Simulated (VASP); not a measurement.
# PbS (Galena): relaxation of cell and atoms with PBEsol

Crystal: PbS (Galena).

```
CELL_PARAMETERS angstrom
0.00000 2.96575 2.96575
2.96575 0.00000 2.96575
2.96575 2.96575 0.00000
ATOMIC_POSITIONS crystal
Pb 0.00000 0.00000 0.00000
S 0.50000 0.50000 0.50000
```

```
Program                : VASP 6.6.1
Task                   : relaxation of cell and atoms
Functional             : PBEsol
Potentials or basis    : VASP PAW PBE potentials, release 64 (Pb_d, S)
Cutoff                 : 600 eV
k mesh                 : 8 × 8 × 8
Occupations            : fermi-dirac, width 0.05 eV
Spin                   : no spin polarisation
Further INCAR settings : ALGO = Normal; EDIFF = 1e-07; IBRION = 2; EDIFFG = -0.01; NSW = 40; ISIF = 3
```

The relaxed volume is 25.71 Å³/atom. The relaxed cell is a = 4.174 Å, b = 4.174 Å, c = 4.174 Å, α = 60.00°, β = 60.00°, γ = 60.00°. The space group after relaxing (to 0.05 Å) is Fm-3m (No. 225) and the energy gained by relaxing is 1.0 meV/atom. The ionic steps are 3. The pressure after relaxing is 0.0 GPa and the band gap on the k mesh is 0.20 eV, direct.

The path:
```tsv
step	energy change (eV)	largest force (eV/Å)	pressure (GPa)	volume (Å³)
1	0.0000	0.0000	-0.85	52.17
2	-0.0018	0.0000	0.33	51.14
3	-0.0020	0.0000	0.00	51.41
```

Final structure:
```
Pb S
1.0
     0.00000    2.95129    2.95129
     2.95129    0.00000    2.95129
     2.95129    2.95129    0.00000
Pb S
1 1
Direct
  0.00000 0.00000 0.00000
  0.50000 0.50000 0.50000
```

Levels at points of the mesh, in eV from the valence-band top:
```tsv
k point	band 8	band 9	band 10	band 11	band 12	band 13
(0.00, 0.00, 0.00)	-2.26	-2.26	-2.26	5.19	5.19	5.19
(0.50, 0.00, 0.00)	-1.85	-1.85	0.00	0.20	1.85	1.85
(0.50, 0.50, 0.00)	-5.40	-3.58	-3.58	3.64	5.56	5.68
```

Run time: 63 s on 1 thread of Intel(R) Xeon(R) Platinum 8488C (Sapphire Rapids) (shared host), peak memory 0.21 GiB.

Caveat: the PAW data sets were made with another functional, which shifts forces and pressure a little; spin-orbit coupling is left out, which as a rule narrows the gap of such compounds by several tenths of an eV. A k mesh can miss the band edges.
